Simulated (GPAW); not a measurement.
# Ir (P6_3/mmc) in GPAW: reference runs

Aim: a first look at Ir with PBE, on the cell as given and on a disturbed one.

All numbers are computed with GPAW 26.7.0; they aren't measurements. Logs are shortened: lines on timing, memory, paths and dates and some standing lists are left out, and cuts for length are marked. The log counts tension as positive stress, the text compression.

## (1) The crystal as given

The structure is hexagonal, space group P6_3/mmc (No. 194). Conventional cell: a = 2.751 Å, b = 2.751 Å, c = 4.462 Å, α = 90.00°, β = 90.00°, γ = 120.00°. Around Ir (site symmetry -6m2) lie 12 Ir at 2.74 to 2.75 Å.

This isn't the form of Ir at room conditions, which is fcc.

## (2) Single point, PBE

run.py reads:

```python
from ase import Atoms
from ase.dft.bandgap import bandgap
from ase.io import write
from ase.units import Bohr, GPa
from gpaw import GPAW, PW
from gpaw.elf import elf_from_dft_calculation

atoms = Atoms(['Ir', 'Ir'],
              cell=[[2.7513778946, 0.0, 0.0],
                    [-1.3756889473, 2.3827631521, 0.0],
                    [0.0, 0.0, 4.46229]],
              scaled_positions=[[0.3333333333, 0.6666666667, 0.25],
                                [0.6666666667, 0.3333333333, 0.75]],
              pbc=True)

calc = GPAW(mode=PW(600),
            xc='PBE',
            kpts={'size': (11, 11, 6), 'gamma': True},
            occupations={'name': 'fermi-dirac', 'width': 0.05},
            nbands=28,
            convergence={'density': 1e-05, 'energy': 1e-05},
            maxiter=150,
            txt='gpaw.txt')
atoms.calc = calc
energy = atoms.get_potential_energy()
forces = atoms.get_forces()
stress = atoms.get_stress()
calc.write('gs.gpw')
write('result.traj', atoms)
print(f'Energy: {energy:.6f} eV')
print('Forces (eV/A):')
print(forces.round(4))
print('Stress (GPa):', (stress / GPa).round(3))
print('Fermi level:', round(calc.get_fermi_level(), 4), 'eV')
print(f'Gap: {bandgap(calc)[0]:.4f} eV, direct: {bandgap(calc, direct=True)[0]:.4f} eV')

# fields on the real-space grid
write('density.cube', atoms, data=calc.get_pseudo_density() * Bohr**3)
write('potential.cube', atoms, data=calc.get_electrostatic_potential())
write('elf.cube', atoms, data=elf_from_dft_calculation(calc).data)
```

Potentials or basis: GPAW PAW data sets (gpaw-data 1.2.1), pw.

Started as:

```console
$ OMP_NUM_THREADS=1 python run.py
```

gpaw.txt:

```text
__  _  _
 | _ |_)|_||  |
 |__||  | ||/\| - 26.7.0

Input parameters:
  mode=PW(ecut=600.0),
  convergence={'density': 1e-05, 'energy': 1e-05},
  kpts=MonkhorstPack(size=(11, 11, 6), gamma=True),
  maxiter=150,
  nbands=28,
  occupations=Occupations(name='fermi-dirac', width=0.05),
  xc=XC(name='PBE')

Diagonalizing LCAO Hamiltonian
Converting LCAO to pw mode

          Ir

        Ir

Atoms  # Å, Bohr magnetons
|   | symbol |         x |        y |        z |    initial magnetic moments |
|---|--------|-----------|----------|----------|-----------------------------|
| 0 |     Ir | -0.000000 | 1.588509 | 1.115573 | ( 0.0000,  0.0000,  0.0000) |
| 1 |     Ir |  1.375689 | 0.794254 | 3.346718 | ( 0.0000,  0.0000,  0.0000) |

Unit cell  # Å
| periodic |         x |        y |        z |  lengths |     angles |
|----------|-----------|----------|----------|----------|------------|
|      yes |  2.751378 | 0.000000 | 0.000000 | 2.751378 |  90.000000 |
|      yes | -1.375689 | 2.382763 | 0.000000 | 2.751378 |  90.000000 |
|      yes |  0.000000 | 0.000000 | 4.462290 | 4.462290 | 120.000000 |

Number of symmetries: 12
Symmetry operations  # r_c * U_cc + t_c -> r_c
|    | kind |            matrix            |
|----|------|------------------------------|
|  0 |  σ   |  1, 1, 0,  0,-1, 0,  0, 0, 1 |
|  1 |  S6  |  1, 1, 0, -1, 0, 0,  0, 0,-1 |
|  2 |  E   |  1, 0, 0,  0, 1, 0,  0, 0, 1 |
|  3 |  C2  |  1, 0, 0, -1,-1, 0,  0, 0,-1 |
|  4 |  C2  |  0, 1, 0,  1, 0, 0,  0, 0,-1 |
|  5 |  C3  |  0, 1, 0, -1,-1, 0,  0, 0, 1 |
|  6 |  S6  |  0,-1, 0,  1, 1, 0,  0, 0,-1 |
|  7 |  σ   |  0,-1, 0, -1, 0, 0,  0, 0, 1 |
|  8 |  σ   | -1, 0, 0,  1, 1, 0,  0, 0, 1 |
|  9 |  i   | -1, 0, 0,  0,-1, 0,  0, 0,-1 |
| 10 |  C3  | -1,-1, 0,  1, 0, 0,  0, 0, 1 |
| 11 |  C2  | -1,-1, 0,  0, 1, 0,  0, 0,-1 |

BZ-sampling:
  Number of BZ points: 726
  Number of IBZ points: 84

  Monkhorst-Pack size: [11, 11, 6]
  Monkhorst-Pack shift: [0.0, 0.0, 0.08333333333333333]

K-points  # in reciprocal-cell coordinates
|     |                                coordinates |     weight |
|-----|--------------------------------------------|------------|
|   0 | (  0.00000000,   0.00000000,   0.00000000) | 0.00137741 |
|   1 | (  0.00000000,   0.00000000,   0.16666667) | 0.00275482 |
|   2 | (  0.00000000,   0.00000000,   0.33333333) | 0.00275482 |
|   3 | (  0.00000000,   0.00000000,   0.50000000) | 0.00137741 |
|   4 | (  0.09090909,   0.00000000,  -0.33333333) | 0.00826446 |
|   5 | (  0.09090909,   0.00000000,  -0.16666667) | 0.00826446 |
|   6 | (  0.09090909,   0.00000000,   0.00000000) | 0.00826446 |
|   7 | (  0.09090909,   0.00000000,   0.16666667) | 0.00826446 |
|   8 | (  0.09090909,   0.00000000,   0.33333333) | 0.00826446 |
|   9 | (  0.09090909,   0.00000000,   0.50000000) | 0.00826446 |
| ... |                                            |            |
|  83 | (  0.45454545,   0.45454545,   0.50000000) | 0.00826446 |

Plane wave coefficients: 1002
Cutoff: 600.0 eV

Spin-components: 1 (collinear spins)
Bands:           28
Projectors:      12
Spin-degeneracy: 2
Datatype:        complex128

Parallelization:
  kpt:    1
  domain: 1
  band:   1

Density:
  Valence electrons: 30.0
  Components: 1
  Grid points: [16 16 27]
  Charge: 0.0  # |e|

Potential:
  Grid points: [16 16 27]

species:
  Ir:
    name:    Iridium
    Z:       77.0
    valence: 15
    core:    62
    charge:  0.0  # [|e|]
    compensation charges:
      type: gauss
      rc: 0.40  # [Å]
      lmax: 2
    cutoffs:
      filter: 2.40  # [Å]
      core: 2.36  # [Å]
    projectors
    | kind |    occ | energy [eV] | rcut [Å] |
    |------|--------|-------------|----------|
    |   6s |  2.000 |      -6.307 |    1.296 |
    |   5p |  6.000 |     -54.741 |    1.328 |
    |   6p |  0.000 |      -1.224 |    1.328 |
    |   5d |  7.000 |      -7.169 |    1.286 |
    |    s |        |      20.905 |    1.296 |
    |    d |        |      20.043 |    1.286 |

    Using partial waves for Ir as LCAO basis

Reference energy: -968969.698671  # eV

eigensolver:
  PPCG
  Converge bands: occupied
  niter=2

density mixing:
  MSR1-Mixer
  Pratt-step length: 0.05
  Maximum mixing coefficient: 0.75
  Old densities: 10
  SVD Regularization: 0.005
  Good broyden scale: 1.0
  Trust region scale: 1.0
  Backstep threshold: 4.0
  History deletion threshold: 6.0
  Fourier metric: weight=20.0, sigma=0.015

occupation numbers:
  Fermi-Dirac:
    width: 0.0500  # eV

poisson solver:
  ecut: 4800.0  # eV

xc functional:
  name: PBE with 2 nearest neighbor stencil

convergence criteria:
[... 6 lines left out ...]
|iter     | |      energy | eigst |  dens |
|---------|-|-------------|-------|-------|
|iter:   1| |  -18.707457 | +0.15 |       |
|iter:   2| |  -18.679186 | -2.73 | -1.45 |
|iter:   3| |  -18.590209 | -2.37 | -1.49 |
|iter:   4| |  -18.606407 | -3.38 | -2.09 |
|iter:   5| |  -18.613616 | -3.35 | -2.39 |
|iter:   6| |  -18.613655 | -5.31 | -3.60 |
|iter:   7| |  -18.613662c| -6.09 | -3.92 |
|iter:   8| |  -18.613663c| -7.70c| -4.66 |
|iter:   9| |  -18.613663c| -7.62c| -5.19c|

Converged in 9 steps
Energy contributions relative to reference atoms: (reference = -968969.698671)

Energy contributions:
  Kinetic:           4.137647
  Coulomb:          -4.197679
  Zero:             -0.406372
  External:          0.000000
  Xc:              -18.134431
  Entropy:          -0.025655
  Spinorbit:         0.000000
  ----------------------------
  Free energy:     -18.626491
  Extrapolated:    -18.613663

dipole moment: (0.000001, 0.000001, 0.000003)  # |e|*Ang

Fermi level: 14.320
Eigenvalues  # (at kpt = [0.000, 0.000, 0.000])
| band index |      eig [eV] | occ [0-2] |
|------------|---------------|-----------|
|          0 |       -35.856 |     2.000 |
|        ... |               |           |
|          8 |        10.585 |     2.000 |
|          9 |        10.686 |     2.000 |
|         10 |        10.686 |     2.000 |
|         11 |        11.309 |     2.000 |
|         12 |        11.309 |     2.000 |
|         13 |        12.065 |     2.000 |
[... 8 lines left out ...]
|         22 |        35.417 |     0.000 |
|         23 |        35.417 |     0.000 |
|        ... |               |           |
|         27 |        39.442 |     0.000 |

No gap
No difference between direct/indirect transitions

Forces  # eV/Ang
|        x |        y |        z |
|----------|----------|----------|
| -0.00000 |  0.00000 |  0.00004 |  # Ir   0
|  0.00000 | -0.00000 | -0.00004 |  # Ir   1

Stress tensor  # eV/Ang^3
|        x |        y |        z |
|----------|----------|----------|
| 0.014106 | 0.000000 | 0.000000 |
| 0.000000 | 0.014106 | 0.000000 |
| 0.000000 | 0.000000 | 0.015736 |

# Writing to gs.gpw (mode='')
```

Wall time 32 s (1 thread of Arm Neoverse V2, shared host); peak memory 0.18 GiB.

Results:

```yaml
Free_energy: -18.6265 eV
Pressure: -2.3 GPa
Band_gap_on_the_k_mesh: none (metal or under the smearing width)
```

The run has no spin-orbit coupling, so splittings on Ir are missing.

## (3) Single point, PBE (atoms moved at random, drawn with an rms of 0.05 Å)

run.py, as its differences from that of step 2:

```diff
@@ -3,5 +3,4 @@
 from ase.io import write
-from ase.units import Bohr, GPa
+from ase.units import GPa
 from gpaw import GPAW, PW
-from gpaw.elf import elf_from_dft_calculation
 
@@ -11,4 +10,4 @@
                     [0.0, 0.0, 4.46229]],
-              scaled_positions=[[0.3333333333, 0.6666666667, 0.25],
-                                [0.6666666667, 0.3333333333, 0.75]],
+              scaled_positions=[[0.344451, 0.661321, 0.257131],
+                                [0.649033, 0.34504, 0.746499]],
               pbc=True)
@@ -35,6 +34 @@
 print(f'Gap: {bandgap(calc)[0]:.4f} eV, direct: {bandgap(calc, direct=True)[0]:.4f} eV')
-
-# fields on the real-space grid
-write('density.cube', atoms, data=calc.get_pseudo_density() * Bohr**3)
-write('potential.cube', atoms, data=calc.get_electrostatic_potential())
-write('elf.cube', atoms, data=elf_from_dft_calculation(calc).data)
```

Potentials or basis: GPAW PAW data sets (gpaw-data 1.2.1), pw.

Started as:

```console
$ OMP_NUM_THREADS=1 python run.py
```

It took 2.6 min on 1 thread of Arm Neoverse V2, shared host; peak memory 0.35 GiB.

The run converged. Its results:

```
Free energy            : -18.5849 eV
Pressure               : -1.4 GPa
Largest force          : 0.780 eV/Å
Band gap on the k mesh : none (metal or under the smearing width)
```

Forces on the atoms (eV/Å):
```
Ir  -0.485  0.202 -0.577
Ir   0.485 -0.202  0.577
```

Stress tensor (GPa, compression positive):
```
-1.32 -0.77  1.15
-0.77 -2.07 -0.51
 1.15 -0.51 -0.86
```

Levels at points of the mesh, in eV from the Fermi level:
| k point | band 11 | band 12 | band 13 | band 14 | band 15 | band 16 | band 17 | band 18 | band 19 | band 20 |
| --- | --- | --- | --- | --- | --- | --- | --- | --- | --- | --- |
| (0.00, 0.00, 0.00) | -3.58 | -3.14 | -2.90 | -2.52 | -1.92 | -0.73 | -0.10 | 0.59 | 6.82 | 13.97 |
| (0.00, 0.00, 0.50) | -3.82 | -3.81 | -3.71 | -3.66 | -0.71 | -0.45 | -0.41 | -0.27 | 12.99 | 13.69 |

The run has no spin-orbit coupling, so splittings on Ir are missing.
